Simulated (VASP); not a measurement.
# In3Ga5As8 (I-4m2) in VASP: relaxation of cell and atoms with PBEsol

Aim: the relaxation of cell and atoms of In3Ga5As8 with PBEsol.

Everything below comes from runs of VASP 6.6.1. Logs are shortened: lines on timing, memory, paths and dates and some standing lists are left out, and cuts for length are marked.

### 1 The structure

Symmetry: I-4m2, No. 119, tetragonal system. The conventional cell has a = 8.209 Å, b = 8.209 Å, c = 11.610 Å, α = 90.00°, β = 90.00°, γ = 90.00°. In (site symmetry 2mm) is surrounded by 4 As at 2.51 Å. In (site symmetry -4m2) is surrounded by 4 As at 2.51 Å. Around Ga (site symmetry -4m2) lie 4 As at 2.51 Å. Ga (site symmetry 2) is surrounded by 4 As at 2.51 Å. Around As (site symmetry m) lie 1 In at 2.51 Å and 3 Ga at 2.51 Å. As (site symmetry m) is surrounded by 2 In at 2.51 Å and 2 Ga at 2.51 Å.

The cell comes from a database or a generator and needn't be the stable form of this composition.

### 2 Relaxation of cell and atoms, PBEsol

The input, INCAR:

```
SYSTEM = In3Ga5As8
ALGO     = Fast           ! electronic algorithm
EDIFF    = 1E-7           ! SCF threshold, eV
EDIFFG   = -0.02          ! ionic threshold
ENCUT    = 520            ! plane-wave cutoff, eV
GGA      = PS             ! functional
IBRION   = 2              ! ionic algorithm
ISIF     = 3              ! what is computed and relaxed
ISMEAR   = 0              ! smearing method
LASPH    = .TRUE.         ! aspherical terms in the spheres
LCHARG   = .FALSE.        ! write CHGCAR
LREAL    = .FALSE.        ! projectors in reciprocal space
LWAVE    = .FALSE.        ! write WAVECAR
NELM     = 60             ! most SCF steps
NSW      = 60             ! ionic steps
PREC     = Accurate       ! precision mode
SIGMA    = 0.03           ! smearing width, eV
```

The input, KPOINTS:

```
k-points
0
G
  4 4 4
  0 0 0
```

The input, POSCAR:

```
In3Ga5As8
1.0
    0.0000000000      5.8049000000      5.8049000000
    5.8049000000      0.0000000000      5.8049000000
    5.8049000000      5.8049000000      0.0000000000
In Ga As
3 5 8
Direct
    0.0000000000      0.0000000000      0.0000000000
    0.5000000000      0.5000000000      0.0000000000
    0.5000000000      0.5000000000      0.5000000000
    0.0000000000      0.0000000000      0.5000000000
    0.0000000000      0.5000000000      0.0000000000
    0.0000000000      0.5000000000      0.5000000000
    0.5000000000      0.0000000000      0.0000000000
    0.5000000000      0.0000000000      0.5000000000
    0.1250000000      0.1250000000      0.1250000000
    0.1250000000      0.1250000000      0.6250000000
    0.1250000000      0.6250000000      0.1250000000
    0.1250000000      0.6250000000      0.6250000000
    0.6250000000      0.1250000000      0.1250000000
    0.6250000000      0.1250000000      0.6250000000
    0.6250000000      0.6250000000      0.1250000000
    0.6250000000      0.6250000000      0.6250000000
```

Potentials or basis: VASP PAW PBE potentials, release 64 (In_d, Ga_d, As).

Launch:

```sh
$ cat potpaw_PBE.64/In_d/POTCAR potpaw_PBE.64/Ga_d/POTCAR potpaw_PBE.64/As/POTCAR > POTCAR
$ mpirun -np 1 vasp_std > vasp.out
```

OUTCAR:

```text
SYSTEM = In3Ga5As8
   EDIFF = 1E-7
   EDIFFG = -0.02
   ENCUT = 520
   GGA = PS
   IBRION = 2
   ISIF = 3
   ISMEAR = 0
   LASPH = .TRUE.
   LREAL = .FALSE.
   NELM = 60
   NSW = 60
   PREC = Accurate

 ion  position               nearest neighbor table
   1  0.000  0.000  0.000-   9 2.51  10 2.51  11 2.51  13 2.51
   2  0.500  0.500  0.000-  11 2.51  13 2.51  15 2.51  16 2.51
   3  0.500  0.500  0.500-  12 2.51  14 2.51  15 2.51  16 2.51
   4  0.000  0.000  0.500-   9 2.51  10 2.51  12 2.51  14 2.51
   5  0.000  0.500  0.000-   9 2.51  11 2.51  12 2.51  15 2.51
   6  0.000  0.500  0.500-  10 2.51  11 2.51  12 2.51  16 2.51
[... 8 lines left out ...]
  15  0.625  0.625  0.125-   2 2.51   3 2.51   5 2.51   7 2.51
  16  0.625  0.625  0.625-   2 2.51   3 2.51   6 2.51   8 2.51

  LATTYP: Found a face centered cubic cell.
 ALAT       =    11.6098000000

  Lattice vectors:

 A1 = (   0.0000000000,   5.8049000000,   5.8049000000)
 A2 = (   5.8049000000,   0.0000000000,   5.8049000000)
 A3 = (   5.8049000000,   5.8049000000,   0.0000000000)

Analysis of symmetry for initial positions (statically):
=====================================================================
 Subroutine PRICEL returns:
 Original cell was already a primitive cell.

 Routine SETGRP: Setting up the symmetry group for a
 face centered cubic supercell.

 Subroutine GETGRP returns: Found  8 space group operations
 (whereof  4 operations were pure point group operations)
 out of a pool of 48 trial point group operations.

The static configuration has the point symmetry C_2v.
 The point group associated with its full space group is D_2d.

Analysis of symmetry for dynamics (positions and initial velocities):
=====================================================================
 Subroutine PRICEL returns:
 Original cell was already a primitive cell.

 Routine SETGRP: Setting up the symmetry group for a
 face centered cubic supercell.

 Subroutine GETGRP returns: Found  8 space group operations
 (whereof  4 operations were pure point group operations)
 out of a pool of 48 trial point group operations.

The dynamic configuration has the point symmetry C_2v.
 The point group associated with its full space group is D_2d.

 Subroutine INISYM returns: Found  8 space group operations
 (whereof  4 operations are pure point group operations),
 and found     1 'primitive' translations

----------------------------------------------------------------------------------------

                                     Primitive cell

[... 118 lines left out ...]
   NUPDOWN=      -1.0000    fix difference up-down
   EMIN   =  10.00;   EMAX   =-10.00  energy-range for DOS
   EFERMI =   0.00;   METHOD = LEGACY
   ISMEAR =     0;   SIGMA  =   0.03  broadening in eV -4-tet -1-fermi 0-gaus
   EFERMI_NEDOS =   21; number of points for ismear=-14 and -15
   IALGO  =     68    algorithm
   IMIX   =      4    mixing-type and parameters
     AMIX     =   0.40;   BMIX     =  1.00
     AMIX_MAG =   1.60;   BMIX_MAG =  1.00
  volume/ion in A,a.u.               =      24.45       165.00
  Fermi-wavevector in a.u.,A,eV,Ry     =   1.173251  2.217123 18.728662  1.376518
  Thomas-Fermi vector in A             =   2.309667
   LORBIT       =      0    0 simple, 1 ext, 2 COOP (PROOUT), +10 PAW based schemes
   GGA     = PS    functional components
   LHFCALC =     F    Hartree Fock is set to
   AEXX    =    0.0000 exact exchange contribution
   IVDW    =     0    specifies the selected vdW correction
   LEPSILON=     F    determine dielectric tensor
   LRPA    =     F    only Hartree local field effects (RPA)
 conjugate gradient relaxation of ions
 non-spin polarized calculation
 RMM-DIIS sequential band-by-band and
 Gauss-broadening in eV      SIGMA  =   0.03
  energy-cutoff  :      520.00
  volume of cell :      391.21
 maximum number of plane-waves:     10560
 NGX is ok and might be reduce to    64
   NGX = 31   NGY = 31   NGZ = 31

--------------------------------------- Ionic step        1  -------------------------------------------

 number of electron     143.9999923 magnetization

 Free energy of the ion-electron system (eV)
  ---------------------------------------------------
  ext. energy  EPLUGINS =         0.00000000
  ---------------------------------------------------
  free energy    TOTEN  =       -69.94801663 eV

  energy without entropy =      -69.94719721  energy(sigma->0) =      -69.94760692

------------------------ aborting loop because EDIFF is reached ----------------------------------------

  FORCE on cell =-STRESS in cart. coord.  units (eV):
  Direction    XX          YY          ZZ          XY          YZ          ZX
  --------------------------------------------------------------------------------------
  -------------------------------------------------------------------------------------
  Total        3.7130027      3.7130027      3.5667276     -0.0000000      0.0000000      0.0000000
  in kB       15.2062323     15.2062323     14.6071773     -0.0000000      0.0000000      0.0000000
  external PRESSURE =      15.0065473 kB  Pullay stress =       0.0000000 kB
[... 387 lines left out ...]
--------------------------------------- Ionic step        9  -------------------------------------------

 number of electron     143.9999957 magnetization

 Free energy of the ion-electron system (eV)
  ---------------------------------------------------
  ext. energy  EPLUGINS =         0.00000000
  ---------------------------------------------------
  free energy    TOTEN  =       -70.54037986 eV

  energy without entropy =      -70.53985093  energy(sigma->0) =      -70.54011539

 E-fermi :   3.9852     XC(G=0):  -9.5297

 val. band max:        3.9851983964   @ k =   0.0000   0.0000   0.0000
 cond. band min:       3.9851986996   @ k =   0.0000   0.0000   0.0000
 fundamental gap:      0.0000003032
 Fermi energy:         3.9851985830

 k-point     1 :       0.0000    0.0000    0.0000
  band No.  band energies     occupation
      1     -10.9038      2.00000
      2     -10.9033      2.00000
      3     -10.9033      2.00000
      4     -10.8852      2.00000
      5     -10.8725      2.00000
      6     -10.8629      2.00000
[... 1120 lines left out ...]
     83       7.3526      0.00000
     84       7.4138      0.00000
 [bands above 84 left out]

------------------------ aborting loop because EDIFF is reached ----------------------------------------

  FORCE on cell =-STRESS in cart. coord.  units (eV):
  Direction    XX          YY          ZZ          XY          YZ          ZX
  --------------------------------------------------------------------------------------
  -------------------------------------------------------------------------------------
  Total        0.0062608      0.0062608      0.0595522      0.0000000      0.0000000      0.0000000
  in kB        0.0253490      0.0253490      0.2411168      0.0000000      0.0000000      0.0000000
  external PRESSURE =       0.0972716 kB  Pullay stress =       0.0000000 kB
[... 31 lines left out ...]
  FREE ENERGIE OF THE ION-ELECTRON SYSTEM (eV)
  ---------------------------------------------------
  free  energy   TOTEN  =       -70.5403798573 eV

  energy  without entropy=      -70.5398509253  energy(sigma->0) =      -70.54011539

 reached required accuracy - stopping structural energy minimisation
```

OSZICAR:

```text
N       E                     dE             d eps       ncg     rms          rms(c)
DAV:   1     0.156002805225E+04    0.15600E+04   -0.61261E+04  2386   0.218E+03
DAV:   2     0.275833163061E+03   -0.12842E+04   -0.12406E+04  2268   0.635E+02
[... 163 lines left out ...]
RMM:   4    -0.705403756872E+02   -0.88734E-05   -0.21810E-04  3141   0.664E-02    0.156E-02
RMM:   5    -0.705403783068E+02   -0.26196E-05   -0.36608E-05  3114   0.318E-02    0.133E-02
RMM:   6    -0.705403797781E+02   -0.14714E-05   -0.16192E-05  2924   0.227E-02    0.508E-03
RMM:   7    -0.705403795731E+02    0.20507E-06   -0.55831E-06  2955   0.134E-02    0.406E-03
RMM:   8    -0.705403799191E+02   -0.34607E-06   -0.28437E-06  2894   0.689E-03    0.860E-03
RMM:   9    -0.705403798573E+02    0.61809E-07   -0.62217E-07  1865   0.388E-03
   9 F= -.70540380E+02 E0= -.70540115E+02  d E =-.134952E-03
```

It took 3.1 h on 1 thread of AMD EPYC 7R13 (Zen 3), shared host; peak memory 0.81 GiB.

What came out:

* Free energy: -70.5404 eV
* Relaxed volume: 24.73 Å³/atom
* Relaxed cell: a = 8.246 Å, b = 8.246 Å, c = 8.229 Å, α = 60.07°, β = 60.07°, γ = 59.86°
* Space group after relaxing (to 0.05 Å): I-4m2 (No. 119)
* Energy gained by relaxing: 37.0 meV/atom
* Ionic steps: 9
* Pressure after relaxing: 0.0 GPa
* Largest force after relaxing: 0.006 eV/Å
* Band gap on the k mesh: none (metal or under the smearing width)

Forces on the atoms (eV/Å):
```
In   0.000  0.000 -0.006
In   0.000  0.000  0.000
In   0.000  0.000  0.006
Ga   0.000  0.000  0.000
Ga   0.002  0.000  0.000
Ga   0.000 -0.002  0.000
Ga   0.000  0.002  0.000
Ga  -0.002  0.000  0.000
As   0.000  0.000 -0.004
As   0.000  0.000 -0.004
As   0.002 -0.002  0.005
As   0.000  0.000  0.004
As  -0.002  0.002  0.005
As   0.000  0.000  0.004
As   0.002  0.002 -0.005
As  -0.002 -0.002 -0.005
```

The path:
```csv
step,energy change (eV),largest force (eV/Å),pressure (GPa),volume (Å³)
1,0.0000,1.4762,1.50,391.21
2,-0.4899,0.5088,-1.12,404.32
3,-0.5053,0.3256,-1.56,407.11
4,-0.5899,0.0790,0.19,394.71
5,-0.5904,0.0821,0.05,395.60
6,-0.5919,0.0313,0.05,395.81
7,-0.5921,0.0357,-0.01,396.05
8,-0.5922,0.0214,-0.03,395.97
9,-0.5924,0.0061,0.01,395.71
```

Final structure:
```
In Ga As
1.0
     0.00000    5.81910    5.84305
     5.81910    0.00000    5.84305
     5.81910    5.81910    0.00000
In Ga As
3 5 8
Direct
  0.00059 0.00059 0.99941
  0.50000 0.50000 0.00000
  0.49941 0.49941 0.50059
  0.00000 0.00000 0.50000
  0.00014 0.49986 0.99986
  0.00014 0.49986 0.50014
  0.49986 0.00014 0.99986
  0.49986 0.00014 0.50014
  0.12976 0.12976 0.12960
  0.12976 0.12976 0.61089
  0.11481 0.61505 0.13507
  0.11089 0.62960 0.62976
  0.61505 0.11481 0.13507
  0.62960 0.11089 0.62976
  0.63507 0.63507 0.11505
  0.63507 0.63507 0.61481
```

Caveat: the PAW data sets were made with another functional, which shifts forces and pressure a little.
